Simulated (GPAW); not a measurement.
Runs of GPAW 26.7.0 on ZnO (zincite). The structure is hexagonal, space group P6_3mc (No. 186). Conventional cell: a = 3.249 Å, b = 3.249 Å, c = 5.206 Å, α = 90.00°, β = 90.00°, γ = 120.00°. Zn (site symmetry 3m) is surrounded by 4 O at 1.97 to 1.98 Å. O (site symmetry 3m) is surrounded by 4 Zn at 1.97 to 1.98 Å. 

```csv
task,level,potentials or basis,cell,cutoff (eV),eigensolver,band path,band points,older calculator (legacy_gpaw),optimizer,gap on the mesh (eV),pressure (GPa),largest force (eV/Å)
band structure,TPSS,"GPAW PAW data sets (gpaw-data 1.2.1), pw",as given,800,davidson,"GMKGALHA,LM,KH",60,-,-,0.70,3.9,0.08
relaxation of cell and atoms,BP86,"PAW data sets generated in the run's folder for this functional, pw",relaxed,800,-,-,-,-,LBFGS,0.76,-0.1,0.01
band structure,revPBE,"the program's PAW data sets (release 1.2.1) made for this functional, pw",as given,800,-,"GMKGALHA,LM,KH",80,-,-,0.87,(a),0.08
one-shot levels of the hybrid HSE06,PBE,"GPAW PAW data sets (gpaw-data 1.2.1), pw",as given,600,-,-,-,-,-,(b),1.3,0.08
```

Alike in all rows: no spin polarisation; k mesh 6 × 6 × 3; smearing fermi-dirac 0.05 eV; the mesh is coarse, so values aren't converged.

**Question.** Fill in the values left out.

**Answer.** (a) 9.1; (b) 0.79.

Caveats: the PAW data sets were made with another functional, which shifts forces and pressure a little (some runs); later steps reuse the first step's grids (some runs); the cutoff is short for stress and forces, so pressures can be off by a GPa or more (some runs); energy and the plain gap are those of the semilocal run (some runs); the hybrids' values are one shot on its orbitals and mesh (some runs).

